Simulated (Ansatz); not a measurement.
# TiAl (P-6m2) in Ansatz: a series of runs

The runs below take TiAl through band structure, with PBE, LDA, PBEsol.

All numbers are computed with Ansatz 0.2.0; they aren't measurements. Logs are shortened: lines on timing, memory, paths and dates and some standing lists are left out, and cuts for length are marked.

## 1. The crystal as given

Symmetry: P-6m2, No. 187, hexagonal system. The conventional cell has a = 2.867 Å, b = 2.867 Å, c = 4.678 Å, α = 90.00°, β = 90.00°, γ = 120.00°. Ti (site symmetry -6m2) has 6 Al at 2.87 Å and 6 Ti at 2.87 Å as nearest neighbours. Al (site symmetry -6m2) has 6 Ti at 2.87 Å and 6 Al at 2.87 Å as nearest neighbours.

The cell comes from a database or a generator and needn't be the stable form of this composition.

## 2. Band structure, PBE

The input, input.yaml:

```yaml
crystal:
  lattice:
    - [2.8672622327, 0.0, 0.0]
    - [-1.4336311163, 2.4831219328, 0.0]
    - [0.0, 0.0, 4.678083]
  atoms:
    - { symbol: Ti, position: [0.0, 0.0, 0.0] }
    - { symbol: Al, position: [0.3333333333, 0.6666666667, 0.5] }
kpoints:
  mp_grid: { grid: [11, 11, 6] }
  band_path:
    path:
      - [0.0, 0.0, 0.0]
      - [0.5, 0.0, 0.0]
      - [0.3333333333, 0.3333333333, 0.0]
      - [0.0, 0.0, 0.0]
      - [0.0, 0.0, 0.5]
      - [0.5, 0.0, 0.5]
      - [0.3333333333, 0.3333333333, 0.5]
      - [0.0, 0.0, 0.5]
    npoints: 12
scf:
  occupations: { method: fermi_dirac, width: 0.05 }
hamiltonian:
  xc: pbe
  pseudopotentials: { kind: all_electron, lapw: { basis_error: 0.001 } }
output:
  forces: true
  stress: true
  eigenvalues: true
```

Potentials or basis: all-electron LAPW, scalar-relativistic.

The run is started by

```
ansatz run input.yaml --threads 1 --pin off --max-ram 3072MiB --backend cpu --events-out ev --progress --plain --runs-dir out
```

Log:

```text
Warning: RAYON_NUM_THREADS=1 ignored (pool sized by the plan → 1); use --threads N
LAPW: plane waves up to 7.687 Å⁻¹, error target 1.0e-3 eV per atom; small_component_spin mean_spin; Al in spheres of 1.432 Å, 11 of its electrons in bands, Dirac shells []; Ti in spheres of 1.434 Å, 12 of its electrons in bands, Dirac shells [] (how accurate: hamiltonian.pseudopotentials.lapw.basis_error, Limitations)
Engine: ansatz 0.2.0, x86_64-unknown-linux-gnu
Pseudopotentials: kind: all_electron
Pseudopotential: Ti, LAPW, valence charge 12, lapw/all_electron/scalar/gaussian/Ti, Koelling and Harmon's equation, gaussian nucleus
Pseudopotential: Al, LAPW, valence charge 11, lapw/all_electron/scalar/gaussian/Al, Koelling and Harmon's equation, gaussian nucleus
Functional definition: PBE
  parameter kappa = 0.804
  parameter beta = 0.06672455060314922
  exchange = pbe_x(kappa = kappa, mu = beta*pi^2/3)
  correlation = pbe_c(beta = beta)
Crystal: 2 atoms, lattice volume = 33.307 Å³
Basis set: ecut = 225.151259328839 eV, 251 PW (Γ), exchange–correlation at level 2
Bands: 16, of which v1, the nominal top of the filled ones, is band 12 counted from 1 (11 counted from 0)
Symmetry: 12 space group operations
Space group: P-6m2 (ITA 187), of the structure as read, at distance tolerance 3.2e-5 Å
k-points: 64 of 726 (time reversal used)
Non-local potential: Ti, projectors of the file, none
Non-local potential: Al, projectors of the file, none
Initial density: superposition of atomic densities (chi_scale 0.1, normalization cell, long waves kept (reshape's long-wave potential 0.00 eV rms))
Initial wavefunctions: plane waves of lowest kinetic energy (no species holds an atomic orbital)
Functional: x = pbe(κ = 0.804, μ = 0.2195149727645171), c = pbe(β = 0.06672455060314922)
iter 1 solved again at ethr=1.82e-3 eV; its pass at ethr=1.00e-1 eV (dr2=4.18e-1 eV) is discarded
SCF iter   1: F=—  HF=-29841.615699 eV  |F-HF|=—  |Δ(HF+E_count)|=         —  Δρ=2.42e-2  dr2=4.18e-1  ethr=1.82e-3  ⟨swp⟩=2.2  Hψ=7095  notcnv=0
preconditioner: auto → none  [metal: Δε(μ)=0.021 eV  Ē_g=5.240 eV  σ=0.050 eV  W_gap=0.10  n_scr=8 (ndim 8)  ℏωp=17.0 eV  f_vac=0.000  D(μ)=2.64/eV (n_scr^D=34)  sad-step TF]
SCF iter   2: F=—  HF=-29841.476120 eV  |F-HF|=—  |Δ(HF+E_count)|=   1.40e-1  Δρ=1.88e-2  dr2=5.05e-1  ethr=1.82e-3  ⟨swp⟩=2.0  Hψ=3200  notcnv=0
SCF iter   3: F=—  HF=-29841.630191 eV  |F-HF|=—  |Δ(HF+E_count)|=   1.54e-1  Δρ=2.75e-2  dr2=1.03e0  ethr=1.82e-3  ⟨swp⟩=3.0  Hψ=3629  notcnv=0  recentre
iter 4 solved again at ethr=3.94e-5 eV; its pass at ethr=1.82e-3 eV (dr2=9.06e-3 eV) is discarded
SCF iter   4: F=—  HF=-29841.365691 eV  |F-HF|=—  |Δ(HF+E_count)|=   2.64e-1  Δρ=4.52e-3  dr2=9.00e-3  ethr=3.94e-5  ⟨swp⟩=2.0  Hψ=5353  notcnv=0
SCF iter   5: F=—  HF=-29841.364059 eV  |F-HF|=—  |Δ(HF+E_count)|=         —  Δρ=4.76e-4  dr2=1.55e-4  ethr=3.91e-5  ⟨swp⟩=2.0  Hψ=2932  notcnv=0
the basis was enlarged: its passes take 223.9 KiB over the memory plan, 1 of 1 planned eigensolver slots
SCF iter   6: F=—  HF=-29841.363870 eV  |F-HF|=—  |Δ(HF+E_count)|=   1.89e-4  Δρ=1.37e-4  dr2=1.56e-5  ethr=6.72e-7  ⟨swp⟩=2.5  Hψ=2967  notcnv=0
SCF iter   7: F=—  HF=-29841.363867 eV  |F-HF|=—  |Δ(HF+E_count)|=   3.16e-6  Δρ=1.97e-5  dr2=3.49e-7  ethr=6.79e-8  ⟨swp⟩=2.0  Hψ=2932  notcnv=0
SCF iter   8: F=-29841.363866 eV  HF=-29841.363867 eV  |F-HF|=3.32e-8  |Δ(HF+E_count)|=   1.70e-7  Δρ=3.78e-6  dr2=4.61e-9  ethr=1.52e-9  ⟨swp⟩=2.7  Hψ=3028  notcnv=0
SCF 1 converged in 8 iterations: F = -29841.363866 eV  dr2 = 4.61e-9
NSCF: frozen V_eff on 85 k-points
SCF converged after 8 iterations
Free energy (F): -29841.363866 eV
Harris-Foulkes:  -29841.363867 eV  (|F-HF|=3.32e-8)
Internal energy: -29841.340291 eV  (E = F + TS)
E sigma→0 (E₀):  -29841.352079 eV
Entropy (-TS):   -0.023576 eV (-11.788 meV/atom)
Fermi energy:    11.572169 eV
--- Per-component energies (eV) ---
  E_band       = -648.523666
  E_kinetic    = 30079.287448
  E_xc         = -1655.606072
  E_electrostatic = -58265.021667  (all electrons and nuclei)
  E_smearing   = -0.023576  (= −TS)
  E_closure    = 0.000000  (closes the sum)
  E_atoms      = -29830.403974  (free atoms, spherical and without spin; not in F)
  Σ components = -29841.363866   (vs F -29841.363866, Δ=0.00e0)
  Basis errors (estimates in eV, not in F): energy 8.3e-5 per atom: plane waves 4.1e-5 (3.1e-5 summed), levels above the bands 1.1e-43, relativity 5.7e-9, radial functions 4.2e-5, core shells 3.1e-8; eigenvalues (radial functions only) 1.3e-6; not estimated: angular momenta, meshes, grids; target (lapw.basis_error) 1.0e-3; muffin-tin radii Al 1.432 Å, Ti 1.434 Å
--- Forces (eV/Å), atoms counted from 1 ---
  atom   1  Ti    -0.00000000     0.00000000     0.00000000
  atom   2  Al     0.00000000    -0.00000000    -0.00000000
  max |Σ_I F_I| component: 6.01e-17 eV/Å
--- Stress (GPa, compression-positive) ---
        0.869491      -0.000000       0.000000
       -0.000000       0.869491       0.000000
        0.000000       0.000000      -1.024774
  P = ⅓ Tr σ = 0.2381 GPa (2.381 kbar)
--- Band table (eV; the first three rows and the last of 64) ---
  k-point 0: bands = ["-90.8817", "-52.3537", "-52.3537", "-52.3028", "-44.9070", "-21.2344", "-20.8218", "-20.8218", "2.6755", "9.2979", "9.7605", "12.8665", "12.8665", "14.3642", "14.3642", "15.5010"]
  k-point 1: bands = ["-90.8817", "-52.3537", "-52.3537", "-52.3029", "-44.9070", "-21.2356", "-20.8218", "-20.8218", "2.8447", "8.1722", "10.5379", "12.8697", "12.8697", "14.3454", "14.3454", "16.0693"]
  k-point 2: bands = ["-90.8817", "-52.3537", "-52.3537", "-52.3029", "-44.9069", "-21.2379", "-20.8218", "-20.8218", "3.2702", "6.9227", "11.0234", "12.8760", "12.8760", "14.3085", "14.3085", "17.4277"]
  k-point 63: bands = ["-90.8797", "-52.3668", "-52.3637", "-52.3007", "-44.8008", "-21.2746", "-21.1618", "-21.1319", "9.0980", "9.8644", "10.8570", "11.2752", "11.6049", "12.8250", "14.8518", "16.1923"]
```

Run time: 21 s. Hardware: 1 thread of Intel Xeon at 2.70GHz, shared host; peak memory 0.31 GiB.

What came out:

```
Free energy             : -29841.3639 eV
Pressure                : 0.2 GPa
Band gap along the path : none (metal or under the smearing width)
```

Stress tensor (GPa, compression positive):
```
 0.87  0.00  0.00
 0.00  0.87  0.00
 0.00  0.00 -1.02
```

Levels at the corners of the path, in eV from the Fermi level:
```tsv
point	band 8	band 9	band 10	band 11	band 12	band 13	band 14	band 15
Γ	-32.39	-8.90	-2.27	-1.81	1.29	1.29	2.79	2.79
M	-32.53	-3.66	-2.79	-1.50	-0.97	2.13	3.96	4.06
K	-32.70	-1.95	-1.71	-1.63	-0.51	0.03	1.94	2.77
Γ	-32.39	-8.90	-2.27	-1.81	1.29	1.29	2.79	2.79
A	-32.39	-8.01	-5.24	-0.41	1.31	1.31	2.72	2.72
L	-32.53	-3.62	-2.37	-1.80	0.55	0.98	1.93	2.96
H	-32.70	-1.95	-1.92	-0.65	-0.61	0.02	1.28	3.29
A	-32.39	-8.01	-5.24	-0.41	1.31	1.31	2.72	2.72
```

## 3. Band structure, LDA

Edit input.yaml of step 2 so:

```diff
@@ -24,3 +24,3 @@
 hamiltonian:
-  xc: pbe
+  xc: lda
   pseudopotentials: { kind: all_electron, lapw: { basis_error: 0.001 } }
```

Potentials or basis: all-electron LAPW, scalar-relativistic.

The run is started by

```
ansatz run input.yaml --threads 1 --pin off --max-ram 3072MiB --backend cpu --events-out ev --progress --plain --runs-dir out
```

It took 22 s on 1 thread of Intel Xeon at 2.70GHz, shared host; peak memory 0.31 GiB.

Results (log left out):

- Free energy: -29767.5133 eV
- Pressure: -6.1 GPa
- Band gap along the path: none (metal or under the smearing width)

Stress tensor (GPa, compression positive):
```
-5.68  0.00  0.00
 0.00 -5.68  0.00
 0.00  0.00 -6.99
```

Levels at the corners of the path, in eV from the Fermi level:
```tsv
point	band 9	band 10	band 11	band 12	band 13	band 14
Γ	-8.86	-2.27	-1.75	1.26	1.26	2.73
M	-3.65	-2.77	-1.53	-0.99	2.07	3.95
K	-1.95	-1.72	-1.59	-0.54	0.00	1.92
Γ	-8.86	-2.27	-1.75	1.26	1.26	2.73
A	-7.97	-5.20	-0.43	1.27	1.27	2.66
L	-3.63	-2.35	-1.81	0.60	0.97	1.87
H	-1.97	-1.94	-0.62	-0.59	0.03	1.25
A	-7.97	-5.20	-0.43	1.27	1.27	2.66
```

## 4. Band structure, PBEsol

Edit input.yaml of step 3 so:

```diff
@@ -24,3 +24,3 @@
 hamiltonian:
-  xc: lda
+  xc: pbesol
   pseudopotentials: { kind: all_electron, lapw: { basis_error: 0.001 } }
```

The run is started by

```
ansatz run input.yaml --threads 1 --pin off --max-ram 3072MiB --backend cpu --events-out ev --progress --plain --runs-dir out
```

Run time: 20 s. Hardware: 1 thread of Intel Xeon at 2.70GHz, shared host; peak memory 0.31 GiB.

The run converged. Its results:

- Free energy: -29802.6547 eV
- Pressure: -2.9 GPa
- Band gap along the path: none (metal or under the smearing width)

Stress tensor (GPa, compression positive):
```
-2.31  0.00  0.00
 0.00 -2.31  0.00
 0.00  0.00 -3.97
```

Levels at the corners of the path, in eV from the Fermi level:
```
point  band 7  band 8  band 9  band 10  band 11  band 12  band 13  band 14  band 15  band 16
    Γ  -32.25  -32.25   -8.89    -2.28    -1.80     1.30     1.30     2.79     2.79     3.93
    M  -32.58  -32.39   -3.66    -2.78    -1.51    -0.97     2.12     3.99     4.09     4.17
    K  -32.66  -32.57   -1.95    -1.70    -1.62    -0.51     0.02     1.95     2.78     4.14
    Γ  -32.25  -32.25   -8.89    -2.28    -1.80     1.30     1.30     2.79     2.79     3.93
    A  -32.25  -32.25   -7.99    -5.25    -0.41     1.31     1.31     2.71     2.71     6.80
    L  -32.58  -32.39   -3.62    -2.36    -1.81     0.55     0.98     1.92     2.96     3.99
    H  -32.66  -32.57   -1.96    -1.92    -0.64    -0.60     0.02     1.27     3.30     4.46
    A  -32.25  -32.25   -7.99    -5.25    -0.41     1.31     1.31     2.71     2.71     6.80
```

## 5. Summary

```csv
level,pressure (GPa)
PBE,0.2
LDA,-6.1
PBEsol,-2.9
```

Alike in all rows: task band structure; potentials or basis all-electron LAPW, scalar-relativistic; no spin polarisation; cell as given; k mesh 11 × 11 × 6; cutoff (eV) 225; smearing fermi-dirac 0.05 eV; basis error allowed 0.001 eV/atom.

The pressure there spans -6.1 GPa (LDA) to 0.2 GPa (PBE); a positive pressure means that this level wants a larger cell, a negative one a smaller.

Compare energies only between runs with the same functional and basis.
